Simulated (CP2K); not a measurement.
**[C3H5O2]− (SMILES CCC(=O)[O-]): a chain of runs**

Aim: energy and gradient (r2SCAN/DZVP-MOLOPT-SCAN-GTH), then energy and forces (r2SCAN/DZVP-MOLOPT-SCAN-GTH), then energy and gradient (r2SCAN/DZVP-MOLOPT-SCAN-GTH), then energy and gradient (r2SCAN/DZVP-MOLOPT-SCAN-GTH) of [C3H5O2]−. The setting varied is the cutoff. 

The calculation is run with CP2K 2026.2.

4 further runs of the same task are left out: 4 set aside as unsound or not needed.

### Step 1. The molecule

[C3H5O2]− has 10 atoms, charge -1, and is taken as a singlet. As SMILES, `CCC(=O)[O-]`. The shape is that of a GFN2-xTB optimisation. This is one conformer, not always the lowest.

Bond lengths: C1–C2 1.522 Å, C2–C3 1.591 Å, C3–O4 1.239 Å, C3–O5 1.239 Å, C1–H6 1.089 Å, C1–H7 1.089 Å, C1–H8 1.096 Å, C2–H9 1.094 Å, C2–H10 1.094 Å. Some angles: C1–C2–C3 109.5°, C2–C3–O4 115.5°, C2–C3–O5 115.4°, O4–C3–O5 129.1°, C1–C2–H9 110.0°, C1–C2–H10 110.2°, C3–C2–H9 108.9°, C3–C2–H10 109.0°, C2–C1–H6 109.7°, C2–C1–H7 109.9°.

### Step 2. Energy and gradient at r2SCAN/DZVP-MOLOPT-SCAN-GTH (core potential) (run 5)

File run.inp:

```
&GLOBAL
   PROJECT_NAME run
   RUN_TYPE ENERGY_FORCE
   PRINT_LEVEL MEDIUM
&END GLOBAL

&FORCE_EVAL
   METHOD QUICKSTEP
   &DFT
      BASIS_SET_FILE_NAME BASIS_MOLOPT_UZH
      POTENTIAL_FILE_NAME POTENTIAL_UZH
      CHARGE -1
      &QS
         METHOD GPW
         EPS_DEFAULT 1.0E-10
      &END QS
      ! real-space grids
      &MGRID
         CUTOFF 350
         REL_CUTOFF 50
         NGRIDS 4
      &END MGRID
      ! isolated system
      &POISSON
         PERIODIC NONE
         POISSON_SOLVER WAVELET
      &END POISSON
      ! SCF settings
      &SCF
         SCF_GUESS ATOMIC
         EPS_SCF 1.0E-06
         MAX_SCF 100
         ADDED_MOS 10
         &DIAGONALIZATION
            ALGORITHM STANDARD
         &END DIAGONALIZATION
         &MIXING
            METHOD BROYDEN_MIXING
            ALPHA 0.4
            NBUFFER 4
         &END MIXING
      &END SCF
      ! exchange and correlation
      &XC
         &XC_FUNCTIONAL
            &MGGA_X_R2SCAN
            &END MGGA_X_R2SCAN
            &MGGA_C_R2SCAN
            &END MGGA_C_R2SCAN
         &END XC_FUNCTIONAL
      &END XC
      ! extra output
      &PRINT
         &MOMENTS
            PERIODIC F
            REFERENCE COM
            MAX_MOMENT 1
         &END MOMENTS
         &MO ON
            ENERGIES T
            OCCUPATION_NUMBERS T
            NDIGITS 6
            &EACH
               QS_SCF 0
            &END EACH
            ADD_LAST NUMERIC
         &END MO
         &HIRSHFELD OFF
         &END HIRSHFELD
      &END PRINT
   &END DFT
   ! structure
   &SUBSYS
      ! box in angstrom
      &CELL
         ABC 13.4 13.4 13.4
         PERIODIC NONE
      &END CELL
      &COORD
         C      5.988135     5.688060     7.495285
         C      7.404865     6.228730     7.364545
         C      7.484335     7.211040     6.115305
         O      7.837645     6.689110     5.048855
         O      7.174475     8.388070     6.344575
         H      5.289725     6.514670     7.620015
         H      5.714335     5.144040     6.592225
         H      5.883145     5.011930     8.351145
         H      7.679515     6.781200     8.267855
         H      8.110275     5.406140     7.216155
      &END COORD
      &KIND C
         BASIS_SET DZVP-MOLOPT-SCAN-GTH-q4
         POTENTIAL GTH-SCAN-q4
      &END KIND
      &KIND O
         BASIS_SET DZVP-MOLOPT-SCAN-GTH-q6
         POTENTIAL GTH-SCAN-q6
      &END KIND
      &KIND H
         BASIS_SET DZVP-MOLOPT-SCAN-GTH-q1
         POTENTIAL GTH-SCAN-q1
      &END KIND
   &END SUBSYS
   ! extra output
   &PRINT
      &FORCES ON
      &END FORCES
   &END PRINT
&END FORCE_EVAL
```

Command:

```bash
$ OMP_NUM_THREADS=2 cp2k.psmp -i run.inp > run.out 2>&1
```

Standard output:

```text
CP2K| version string:                                       CP2K version 2026.2
[...]
 GLOBAL| Method name                                                        CP2K
[...]
 GLOBAL| Run type                                                   ENERGY_FORCE
[...]
 DFT| Spin restricted Kohn-Sham (RKS) calculation                            RKS
 DFT| Multiplicity                                                             1
[...]
 DFT| Charge                                                                  -1
[...]
 FUNCTIONAL| MGGA_X_R2SCAN:
[...]
 FUNCTIONAL| MGGA_C_R2SCAN:
[...]
 QS| Method:                                                                 GPW
[...]
 QS| Density cutoff [a.u.]:                                                175.0
[...]
 QS| Relative density cutoff [a.u.]:                                        25.0
[...]
                             - Atoms:                                         10
[...]
                             - Spherical basis functions:                     90
[...]
 Number of electrons:                                                         30
[...]
     1 NoMix/Diag. 0.40E+00    4.7     0.65391994       -51.9116110965 -5.19E+01
[...]
    23 Broy./Diag. 0.40E+00    4.6     0.00000071       -52.0555223687  3.20E-06
  *** SCF run converged in    23 steps ***
[...]
  Overlap energy of the core charge distribution:               0.00000149907535
  Self energy of the core charge distribution:               -131.96003306125053
  Core Hamiltonian energy:                                     39.00046525326679
  Hartree energy:                                              55.18550426491527
  Exchange-correlation energy:                                -14.28146032468848
  Total energy:                                               -52.05552236868160
[...]
  Dipole moment [Debye]
    X= -0.1273376E+01 Y= -0.3007678E+01 Z=  0.3420105E+01  Total=      4.7291367
 ENERGY| Total FORCE_EVAL ( QS ) energy [hartree]            -52.055520102605342
 FORCES| Atomic forces [hartree/bohr]
 FORCES|   Atom     x               y               z               |f|
 FORCES|      1  2.62300281E-03 -1.18228340E-03  3.20844255E-03   4.30952913E-03
 FORCES|      2  2.34473160E-03  6.12558695E-03 -7.33030553E-03   9.83635913E-03
 FORCES|      3  3.00521602E-03 -1.92052027E-02  2.55022122E-02   3.20660874E-02
 FORCES|      4  1.65258351E-02 -1.09522613E-02 -3.05049096E-02   3.63813793E-02
 FORCES|      5 -3.28116482E-03  2.86836436E-02  1.90294581E-02   3.45779949E-02
 FORCES|      6 -1.77876596E-03  7.37349222E-04  7.12591065E-06   1.92555005E-03
 FORCES|      7 -1.37788676E-03 -9.01277393E-04 -1.30175483E-03   2.09891365E-03
 FORCES|      8 -1.87844083E-03  1.87882591E-05 -7.04471667E-04   2.00628345E-03
 FORCES|      9  1.09644739E-05 -1.01226551E-03 -6.56783938E-04   1.20671738E-03
 FORCES|     10 -5.31339870E-04  7.38235068E-04  6.53843044E-04   1.12018918E-03
 FORCES| Sum     1.56621517E-02  3.05031281E-03  7.90285626E-03
 FORCES| Total atomic force                                       1.78062501E-02
[...]
```

It took 1.9 min on 2 threads of AMD EPYC 9R14 (Zen 4), shared host; peak memory 2.4 GiB.

### Step 3. Energy and forces at r2SCAN/DZVP-MOLOPT-SCAN-GTH (core potential) (run 6)

File calc.inp:

```
&global
   project calc
   run_type ENERGY_FORCE
   print_level MEDIUM
&end global
&force_eval
   method QS
   &dft
      basis_set_file_name BASIS_MOLOPT_UZH
      potential_file_name POTENTIAL_UZH
      charge -1
      multiplicity 1
      &qs
         method GPW
         eps_default 1.0E-10
      &end qs
      &mgrid
         cutoff 450
         rel_cutoff 50
         ngrids 4
      &end mgrid
      &poisson
         periodic NONE
         poisson_solver WAVELET
      &end poisson
      &scf
         scf_guess ATOMIC
         eps_scf 1.0E-06
         max_scf 100
         added_mos 10
         &diagonalization
            algorithm STANDARD
         &end diagonalization
         &mixing
            method BROYDEN_MIXING
            alpha 0.4
            nbuffer 4
         &end mixing
      &end scf
      &xc
         &xc_functional
            &mgga_x_r2scan
            &end mgga_x_r2scan
            &mgga_c_r2scan
            &end mgga_c_r2scan
         &end xc_functional
      &end xc
      &print
         &moments
            periodic F
            reference COM
            max_moment 1
         &end moments
         &mo ON
            energies T
            occupation_numbers T
            ndigits 6
            &each
               qs_scf 0
            &end each
            add_last NUMERIC
         &end mo
         &hirshfeld OFF
         &end hirshfeld
      &end print
   &end dft
   &subsys
      &cell
         abc [angstrom] 13.4 13.4 13.4
         periodic NONE
      &end cell
      &coord
         C      5.988135     5.688060     7.495285
         C      7.404865     6.228730     7.364545
         C      7.484335     7.211040     6.115305
         O      7.837645     6.689110     5.048855
         O      7.174475     8.388070     6.344575
         H      5.289725     6.514670     7.620015
         H      5.714335     5.144040     6.592225
         H      5.883145     5.011930     8.351145
         H      7.679515     6.781200     8.267855
         H      8.110275     5.406140     7.216155
      &end coord
      &kind C
         basis_set DZVP-MOLOPT-SCAN-GTH-q4
         potential GTH-SCAN-q4
      &end kind
      &kind O
         basis_set DZVP-MOLOPT-SCAN-GTH-q6
         potential GTH-SCAN-q6
      &end kind
      &kind H
         basis_set DZVP-MOLOPT-SCAN-GTH-q1
         potential GTH-SCAN-q1
      &end kind
   &end subsys
   &print
      &forces ON
      &end forces
   &end print
&end force_eval
```

Command:

```bash
$ OMP_NUM_THREADS=2 cp2k.psmp -i calc.inp -o calc.out
```

Standard output (excerpt; [...] marks lines left out):

```text
CP2K| version string:                                       CP2K version 2026.2
[...]
 GLOBAL| Method name                                                        CP2K
[...]
 GLOBAL| Run type                                                   ENERGY_FORCE
[...]
 DFT| Spin restricted Kohn-Sham (RKS) calculation                            RKS
 DFT| Multiplicity                                                             1
[...]
 DFT| Charge                                                                  -1
[...]
 FUNCTIONAL| MGGA_X_R2SCAN:
[...]
 FUNCTIONAL| MGGA_C_R2SCAN:
[...]
 QS| Method:                                                                 GPW
[...]
 QS| Density cutoff [a.u.]:                                                225.0
[...]
 QS| Relative density cutoff [a.u.]:                                        25.0
[...]
                             - Atoms:                                         10
[...]
                             - Spherical basis functions:                     90
[...]
 Number of electrons:                                                         30
[...]
     1 NoMix/Diag. 0.40E+00    6.7     0.65400612       -51.9114585105 -5.19E+01
[...]
    23 Broy./Diag. 0.40E+00    7.0     0.00000074       -52.0554234457  3.81E-06
  *** SCF run converged in    23 steps ***
[...]
  Overlap energy of the core charge distribution:               0.00000149907535
  Self energy of the core charge distribution:               -131.96003306125053
  Core Hamiltonian energy:                                     38.99360835839776
  Hartree energy:                                              55.19110831474675
  Exchange-correlation energy:                                -14.28010855667446
  Total energy:                                               -52.05542344570512
[...]
  Dipole moment [Debye]
    X= -0.1278837E+01 Y= -0.3010728E+01 Z=  0.3422042E+01  Total=      4.7339498
 ENERGY| Total FORCE_EVAL ( QS ) energy [hartree]            -52.055421067237774
 FORCES| Atomic forces [hartree/bohr]
 FORCES|   Atom     x               y               z               |f|
 FORCES|      1  2.93680432E-03 -1.08245916E-03  3.05439372E-03   4.37331207E-03
[...]
```

Wall time 2.8 min (2 threads of AMD EPYC 9R14 (Zen 4), shared host); peak memory 3.3 GiB.

Run 7 isn't shown in full; the table further down has it.

### Step 4. Energy and forces at r2SCAN/DZVP-MOLOPT-SCAN-GTH (core potential) (run 8)

File calc.inp:

```
&FORCE_EVAL
    METHOD QS
    &DFT
        BASIS_SET_FILE_NAME BASIS_MOLOPT_UZH
        POTENTIAL_FILE_NAME POTENTIAL_UZH
        CHARGE -1
        &QS
            METHOD GPW
            EPS_DEFAULT 1.0E-10
        &END QS
        &MGRID
            CUTOFF 800
            REL_CUTOFF 50
            NGRIDS 4
        &END MGRID
        &POISSON
            PERIODIC NONE
            POISSON_SOLVER WAVELET
        &END POISSON
        &SCF
            SCF_GUESS ATOMIC
            EPS_SCF 1.0E-06
            MAX_SCF 100
            ADDED_MOS 10
            &DIAGONALIZATION
                ALGORITHM STANDARD
            &END DIAGONALIZATION
            &MIXING
                METHOD BROYDEN_MIXING
                ALPHA 0.4
                NBUFFER 4
            &END MIXING
        &END SCF
        &XC
            &XC_FUNCTIONAL
                &MGGA_X_R2SCAN
                &END MGGA_X_R2SCAN
                &MGGA_C_R2SCAN
                &END MGGA_C_R2SCAN
            &END XC_FUNCTIONAL
        &END XC
        &PRINT
            &MOMENTS
                PERIODIC F
                REFERENCE COM
                MAX_MOMENT 1
            &END MOMENTS
            &MO ON
                ENERGIES T
                OCCUPATION_NUMBERS T
                NDIGITS 6
                &EACH
                    QS_SCF 0
                &END EACH
                ADD_LAST NUMERIC
            &END MO
            &HIRSHFELD OFF
            &END HIRSHFELD
        &END PRINT
    &END DFT
    &SUBSYS
        &CELL
            ABC 13.4 13.4 13.4
            PERIODIC NONE
        &END CELL
        &COORD
            C      5.988135     5.688060     7.495285
            C      7.404865     6.228730     7.364545
            C      7.484335     7.211040     6.115305
            O      7.837645     6.689110     5.048855
            O      7.174475     8.388070     6.344575
            H      5.289725     6.514670     7.620015
            H      5.714335     5.144040     6.592225
            H      5.883145     5.011930     8.351145
            H      7.679515     6.781200     8.267855
            H      8.110275     5.406140     7.216155
        &END COORD
        &KIND C
            BASIS_SET DZVP-MOLOPT-SCAN-GTH-q4
            POTENTIAL GTH-SCAN-q4
        &END KIND
        &KIND O
            BASIS_SET DZVP-MOLOPT-SCAN-GTH-q6
            POTENTIAL GTH-SCAN-q6
        &END KIND
        &KIND H
            BASIS_SET DZVP-MOLOPT-SCAN-GTH-q1
            POTENTIAL GTH-SCAN-q1
        &END KIND
    &END SUBSYS
    &PRINT
        &FORCES ON
        &END FORCES
    &END PRINT
&END FORCE_EVAL

&GLOBAL
    PROJECT calc
    RUN_TYPE ENERGY_FORCE
    PRINT_LEVEL MEDIUM
&END GLOBAL
```

Command:

```bash
$ OMP_NUM_THREADS=2 cp2k.psmp calc.inp > calc.out
```

Standard output (excerpt; [...] marks lines left out):

```text
CP2K| version string:                                       CP2K version 2026.2
[...]
 GLOBAL| Method name                                                        CP2K
[...]
 GLOBAL| Run type                                                   ENERGY_FORCE
[...]
 DFT| Spin restricted Kohn-Sham (RKS) calculation                            RKS
 DFT| Multiplicity                                                             1
[...]
 DFT| Charge                                                                  -1
[...]
 FUNCTIONAL| MGGA_X_R2SCAN:
[...]
 FUNCTIONAL| MGGA_C_R2SCAN:
[...]
 QS| Method:                                                                 GPW
[...]
 QS| Density cutoff [a.u.]:                                                400.0
[...]
 QS| Relative density cutoff [a.u.]:                                        25.0
[...]
                             - Atoms:                                         10
[...]
                             - Spherical basis functions:                     90
[...]
 Number of electrons:                                                         30
[...]
     1 NoMix/Diag. 0.40E+00   16.9     0.65399364       -51.9114518353 -5.19E+01
[...]
    21 Broy./Diag. 0.40E+00   17.6     0.00000068       -52.0554055484 -1.58E-07
  *** SCF run converged in    21 steps ***
[...]
  Overlap energy of the core charge distribution:               0.00000149907535
  Self energy of the core charge distribution:               -131.96003306125053
  Core Hamiltonian energy:                                     38.99042087037638
  Hartree energy:                                              55.19373542709711
  Exchange-correlation energy:                                -14.27953028374544
  Total energy:                                               -52.05540554844714
[...]
  Dipole moment [Debye]
    X= -0.1278180E+01 Y= -0.3012185E+01 Z=  0.3423380E+01  Total=      4.7356662
 ENERGY| Total FORCE_EVAL ( QS ) energy [hartree]            -52.055401231667801
 FORCES| Atomic forces [hartree/bohr]
 FORCES|   Atom     x               y               z               |f|
 FORCES|      1  2.79847990E-03 -1.13875736E-03  3.09740845E-03   4.32691543E-03
[...]
```

It took 6.6 min on 2 threads of AMD EPYC 9R14 (Zen 4), shared host; peak memory 7.5 GiB.

### Step 5. All runs side by side

```tsv
run	cutoff	energy (Eh)	HOMO energy (eV)	LUMO energy (eV)	HOMO–LUMO gap (eV)	wall time
5	350	-52.055520	0.49	6.71	6.22	1.9 min
6	450	-52.055421	0.49	6.70	6.22	2.8 min
7	600	-52.055444	0.49	6.70	6.22	3.5 min
8	800	-52.055401	0.49	6.70	6.22	6.6 min
```

Convergence of the total energy of singlet [C3H5O2]− with the cutoff, against the last point:

```tsv
cutoff	from the last (mEh)	wall time
350 Ry	-0.119	1.9 min
450 Ry	-0.020	2.8 min
600 Ry	-0.043	3.5 min
800 Ry	+0.000	6.6 min
```

Convergence of the HOMO energy of singlet [C3H5O2]− with the cutoff, against the last point:

```tsv
cutoff	from the last (eV)	wall time
350 Ry	+0.0041	1.9 min
450 Ry	+0.0023	2.8 min
600 Ry	+0.0007	3.5 min
800 Ry	+0.0000	6.6 min
```

### Step 6. What came out

| quantity | value |
| --- | --- |
| run 8, r2SCAN/DZVP-MOLOPT-SCAN-GTH: total energy | -52.05540 Eh |
| run 8, r2SCAN/DZVP-MOLOPT-SCAN-GTH: HOMO energy | 0.49 eV |
| run 8, r2SCAN/DZVP-MOLOPT-SCAN-GTH: LUMO energy | 6.70 eV |
| run 8, r2SCAN/DZVP-MOLOPT-SCAN-GTH: HOMO–LUMO gap (to an unbound level, set by the basis) | 6.22 eV |
| run 8, r2SCAN/DZVP-MOLOPT-SCAN-GTH: largest force on an atom | 1.775 eV/Å |

For the total energy of singlet [C3H5O2]− to stay within 0.1 mEh of the last point, 450 Ry is the first point of the series from which all later ones do (2.8 min against 6.6 min). For the HOMO energy of singlet [C3H5O2]− to stay within 0.001 eV of the last point, 600 Ry is the first point of the series from which all later ones do (3.5 min against 6.6 min). In runs 5, 6, 7, 8 the HOMO lies above zero, so the outermost electron may be held by the basis alone. All runs together took 15 min, the longest 6.6 min.
